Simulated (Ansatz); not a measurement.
The system is Nb.

```
Nb
1.0
    -1.66395    1.66395    1.66395
     1.66395   -1.66395    1.66395
     1.66395    1.66395   -1.66395
Nb
1
Direct
  0.00000 0.00000 0.00000
```

Program: Ansatz 0.2.0. Alike in all runs: potentials or basis all-electron LAPW, scalar-relativistic; cell as given; basis error allowed 0.001 eV/atom.

Task: Order these runs on this cell by their pressure, lowest first.
A. level LDA; spin off; k mesh 11 × 11 × 11; cutoff (eV) 216; smearing fermi-dirac 0.05 eV
B. level PBE; spin off; k mesh 11 × 11 × 11; cutoff (eV) 217; smearing gaussian 0.05 eV
C. level PBEsol; spin off; k mesh 11 × 11 × 11; cutoff (eV) 217; smearing fermi-dirac 0.05 eV
D. level PBEsol+D3(BJ); spin non-collinear, ferromagnetic start; k mesh 8 × 8 × 8; cutoff (eV) 217; smearing gaussian 0.01 eV

Result: D (-14.4 GPa), A (-11.6 GPa), C (-7.8 GPa), B (-1.8 GPa).

Caveats: the k mesh is thin for a metal, which can move the energy by tens of meV per atom (some runs); pairwise dispersion overbinds metals, which lowers pressure and volume (some runs).

Not every run made on this cell is shown here.
